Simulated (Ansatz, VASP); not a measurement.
## W in VASP and in Ansatz

INCAR

```
PREC     = Accurate       # precision mode
ENCUT    = 520            # plane-wave cutoff, eV
EDIFF    = 1E-8           # SCF threshold, eV
ISMEAR   = -1             # smearing method
SIGMA    = 0.05           # smearing width, eV
LREAL    = F              # projectors in reciprocal space
LASPH    = T              # aspherical terms in the spheres
NELM     = 80             # most SCF steps
ALGO     = Normal         # electronic algorithm
ISIF     = 2              # what is computed and relaxed
LWAVE    = F              # write WAVECAR
LCHARG   = F              # write CHGCAR
GGA      = PE             # functional
LEFG     = T            
NBANDS   = 13             # bands
```

File KPOINTS:

```
regular mesh
0
Gamma
  14 14 14
```

The input POSCAR:

```
W
1.0
    0.0000000000      1.9894000000      2.0300000000
    1.9894000000      0.0000000000      2.0300000000
    1.9894000000      1.9894000000      0.0000000000
W
1
Direct
    0.0000000000      0.0000000000      0.0000000000
```

Input for Ansatz:

```yaml
crystal:
  lattice:
    - [0.0, 1.9894, 2.03]
    - [1.9894, 0.0, 2.03]
    - [1.9894, 1.9894, 0.0]
  atoms:
    - { symbol: W, position: [0.0, 0.0, 0.0] }
kpoints:
  mp_grid: { grid: [14, 14, 14] }
scf:
  occupations: { method: fermi_dirac, width: 0.05 }
hamiltonian:
  xc: pbe
  pseudopotentials: { kind: paw }
output:
  forces: true
  stress: true
  eigenvalues: true
  efg: { contact_densities: true }
```

Change from the starting cell: equal xx and yy strain of -2 %, PAW files.

Alike in both runs: task electric field gradients; functional PBE; k mesh 14 × 14 × 14; occupations fermi-dirac, width 0.05 eV; no spin polarisation.

|  | VASP | Ansatz |
| --- | --- | --- |
| version | VASP 6.6.1 | Ansatz 0.2.0 |
| potentials or method | VASP PAW PBE potentials, release 64 (W_sv) | PAW with Ansatz's default frozen-core files, scalar-relativistic |
| plane-wave cutoff (eV) | 520 | 420 |
| valence electrons in the cell | 14 | 14 |

|  | VASP | Ansatz | Ansatz less VASP |
| --- | --- | --- | --- |
| pressure (GPa) | 7.6 | 7.0 | -0.59 |
| largest component of the traceless stress (GPa) | 4.18 | 4.14 | -0.036 |
| Vzz of the field gradient on the site that differs most (V/Å²) | -14.4 | -12.8 | +1.59 |

Ansatz warned: «gradients_without_spin_orbit».

Spin-orbit coupling is left out, which matters for the levels of W.
